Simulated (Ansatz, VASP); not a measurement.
Two plane-wave programs on BeS

Contents of POSCAR:

```
BeS
1.0
    0.0000000000      2.3172971951      2.3172971951
    2.3172971951      0.0000000000      2.3172971951
    2.3172971951      2.3172971951      0.0000000000
Be S
1 1
Direct
    0.0000000000      0.0000000000      0.0000000000
    0.5000000000      0.5000000000      0.5000000000
```

Contents of INCAR.step1:

```
SYSTEM = BeS
PREC = Accurate ; ENCUT = 520
ISMEAR = 0 ; SIGMA = 0.01
LREAL = .False. ; LASPH = .True.
NELM = 60 ; NBANDS = 11
GGA = PE ; ALGO = Normal
EDIFF = 1E-4 ; LWAVE = .True.
LCHARG = .False.
```

INCAR.step2

```
SYSTEM = BeS
PREC = Accurate ; ENCUT = 520
EDIFF = 1E-6 ; ISMEAR = 0
SIGMA = 0.01 ; LREAL = .False.
LASPH = .True. ; NELM = 60
ALGO = Normal ; ISIF = 2
LWAVE = .False. ; LCHARG = .False.
METAGGA = R2SCAN ; LMIXTAU = .True.
LUSE_VDW = .True. ; IVDW_NL = 2
BPARAM = 11.95 ; CPARAM = 0.0093
NBANDS = 11 ; ISTART = 1
```

The input KPOINTS:

```
Automatic mesh
0
Gamma
  6 6 6
  0 0 0
```

Input for Ansatz:

```yaml
crystal:
  lattice:
    - [0.0, 2.3172971951, 2.3172971951]
    - [2.3172971951, 0.0, 2.3172971951]
    - [2.3172971951, 2.3172971951, 0.0]
  atoms:
    - { symbol: Be, position: [0.0, 0.0, 0.0] }
    - { symbol: S, position: [0.5, 0.5, 0.5] }
kpoints:
  mp_grid: { grid: [6, 6, 6] }
hamiltonian:
  xc: r2scan
  dispersion: rvv10
scf:
  occupations: { method: fixed }
  n_extra_bands: 4
output:
  forces: true
  stress: true
  eigenvalues: true
```

Alike in both runs: task single point; functional r2SCAN; dispersion rVV10; k mesh 6 × 6 × 6; no spin polarisation.

|  | VASP | Ansatz |
| --- | --- | --- |
| version | VASP 6.6.1 | Ansatz 0.2.0 |
| potentials or method | VASP PAW PBE potentials, release 64 (Be, S) | plane waves |
| plane-wave cutoff (eV) | 520 | 500 |
| occupations | gaussian, width 0.01 eV | fixed |
| valence electrons in the cell | 8 | 8 |

|  | VASP | Ansatz | Ansatz less VASP |
| --- | --- | --- | --- |
| gap on the k mesh at the Fermi level (eV) | 1.33 | 1.33 | +0.001 |
| pressure (GPa) | -0.5 | -0.5 | +0.04 |

Caveats: the PAW data sets were made with another functional, which shifts forces and pressure a little (VASP). r2SCAN opens gaps a little over a GGA but as a rule still falls short of measured ones. A k mesh can miss the band edges.
